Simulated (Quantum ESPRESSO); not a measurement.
Crystal: In.

```
CELL_PARAMETERS angstrom
-1.88253 1.88253 1.88253
1.88253 -1.88253 1.88253
1.88253 1.88253 -1.88253
ATOMIC_POSITIONS crystal
In 0.00000 0.00000 0.00000
```

This isn't the form of In at room conditions, which is tetragonal.

- Program: Quantum ESPRESSO 7.5
- Task: single point
- Functional: PBEsol
- Potentials or basis: GBRV 1.5 PBEsol
- Cutoff: 762 eV
- Density cutoff: 6095 eV
- k mesh: 10 × 10 × 10
- Occupations: fermi-dirac, width 0.05 eV
- Spin: no spin polarisation

On this cell: pressure -1.5 GPa; band gap on the k mesh none (metal or under the smearing width).

The same run follows on a disturbed copy (cell strained at random at fixed volume):

```
In
1.0
    -1.86975    1.85713    1.91387
     1.83353   -1.91280    1.93333
     1.85852    1.90157   -1.96954
In
1
Cartesian
  -0.0011 0.0068 -0.0073
```

Question: What does the disturbed cell give?

Answer: The energy (extrapolated to zero smearing) moves by +1.5 meV/atom; pressure -1.5 GPa; band gap on the k mesh none (metal or under the smearing width).

Stress tensor (GPa, compression positive):
```
-1.04 -0.07  0.31
-0.07 -1.63  0.62
 0.31  0.62 -1.78
```
